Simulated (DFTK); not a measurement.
## BAs under changes of volume

One of the cells (13.626 Å³/atom); the others are scaled copies at fixed shape and fractional positions:

```
CELL_PARAMETERS angstrom
0.00000 2.38850 2.38850
2.38850 0.00000 2.38850
2.38850 2.38850 0.00000
ATOMIC_POSITIONS crystal
As 0.75000 0.75000 0.75000
B 0.00000 0.00000 0.00000
```

```yaml
Program: DFTK 0.8.2
Functional: PBE
Potentials_or_basis: dojo.nc.sr.pbe.v0_4_1.standard.upf (PBE)
Cutoff: 1143 eV
k_mesh: 10 × 10 × 10
Occupations: fermi-dirac, width 0.05 eV
Spin: no spin polarisation
```

```csv
volume (Å³/atom),energy over the lowest point (meV/atom),pressure (GPa),gap on the mesh (eV)
12.809,40.59,12.7,1.13
13.081,22.10,9.1,1.15
13.354,9.54,5.7,1.18
13.626,2.34,2.7,1.20
13.899,0.00,0.0,1.22
14.171,?,?,?
14.444,8.06,-4.6,1.25
```

**Question.** What does the run at 14.171 Å³/atom give?

**Answer.** Energy over the lowest point 2.05 meV/atom; pressure -2.4 GPa; gap on the mesh 1.23 eV.

Worked out: A Birch-Murnaghan fit of order 3 (a polynomial in V^(-2/3)) to the other rows has its minimum at 13.90 Å³/atom with B0 = V·E''(V) = 131 GPa and B' = 4.1. It gives 2.04 meV/atom at 14.171 Å³/atom, against the run's 2.05, and -dE/dV = -2.4 GPa, against -2.4. A straight line through the other rows of the gap, of slope 1.02 eV per unit of ln V, gives 1.24 eV, against the run's 1.23.

Energies are extrapolated to zero smearing.

A mesh can miss the band edges. Spin-orbit coupling on As is left out.
